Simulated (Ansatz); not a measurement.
MgSe (Fm-3m) from a database structure, relaxed with r2SCAN. It is cubic, Fm-3m (No. 225); conventional cell a = 5.473 Å, 20.49 Å³ an atom. Around Mg lie 6 Se at 2.74 Å; around Se lie 6 Mg at 2.74 Å.

```xyz
2
Lattice="0.0000 2.7363 2.7363 2.7363 0.0000 2.7363 2.7363 2.7363 0.0000" Properties=species:S:1:pos:R:3 pbc="T T T"
Mg    0.0000    0.0000    0.0000
Se    2.7363    2.7363    2.7363
```

3 runs of the plane-wave code Ansatz on this cell differ in the functional (and in the settings that go with it). Levels are in eV from each run's valence top; v1 is the last filled band, c1 the first empty one.

Run A, mean stress -0.2 GPa (compression positive):
```
point      v4     v3     v2     v1    c1    c2
    Γ  -14.16   0.00   0.00   0.00  4.18  9.15
    X  -12.57  -4.66  -1.94  -1.94  3.35  5.51
    U  -12.57  -4.12  -3.61  -1.56  4.63  7.98
```

Run B, mean stress +1.2 GPa (compression positive):
```
point      v4     v3     v2     v1    c1    c2
    Γ  -12.88   0.00   0.00   0.00  2.53  7.43
    X  -11.48  -4.19  -1.75  -1.75  1.80  4.00
    U  -11.48  -3.71  -3.28  -1.41  3.04  6.27
```

Run C, mean stress -2.8 GPa (compression positive):
```
point      v4     v3     v2     v1    c1    c2
    Γ  -12.93   0.00   0.00   0.00  2.30  7.39
    X  -11.54  -4.21  -1.76  -1.76  1.64  3.94
    U  -11.54  -3.73  -3.31  -1.41  2.91  6.20
```

**Question.** Match the runs to LDA, PBE, PBE0.

**Answer.** A is PBE0, B is PBE, C is LDA. In order of the gap: LDA 1.64, PBE 1.80, PBE0 3.35 eV.

The values are computed, spin-unpolarised, and not measurements.

Spin-orbit coupling is left out.

The program warns that its thresholds are loose for a hybrid's stress.

The meshes of the hybrids are coarse, so their gaps aren't converged to the digits shown.
